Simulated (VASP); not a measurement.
The system is CdS.

```
Cd S
1.0
     0.00000    2.94295    2.94295
     2.94295    0.00000    2.94295
     2.94295    2.94295    0.00000
Cd S
1 1
Direct
  0.00000 0.00000 0.00000
  0.75000 0.75000 0.75000
```

The cell is a database's computed one.

* Program: VASP 6.6.1
* Task: relaxation of cell and atoms
* Functional: PBEsol
* Potentials or basis: VASP PAW PBE potentials, release 64 (Cd, S)
* Cutoff: 600 eV
* k mesh: 4 × 4 × 4
* Occupations: gaussian, width 0.02 eV
* Spin: no spin polarisation

At the start: pressure -1.3 GPa; volume 25.49 Å³/atom.

Problem. Where does the relaxation end?

Solution. Over 3 steps the energy falls by 2.4 meV/atom and the volume is 24.91 Å³/atom (-2.3 %); space group F-43m (No. 216, to 0.05 Å).

Step by step:
```
step  energy change (eV)  largest force (eV/Å)  pressure (GPa)  volume (Å³)
   1              0.0000                0.0000           -1.33        50.98
   2             -0.0043                0.0000            0.48        49.44
   3             -0.0049                0.0000           -0.02        49.82
```

Final structure:
```
Cd S
1.0
     0.00000    2.92059    2.92059
     2.92059    0.00000    2.92059
     2.92059    2.92059    0.00000
Cd S
1 1
Direct
  0.00000 0.00000 0.00000
  0.75000 0.75000 0.75000
```

Caveat: the k mesh is coarse (spacing up to 0.46 Å⁻¹), so the values aren't converged; the PAW data sets were made with another functional, which shifts forces and pressure a little.
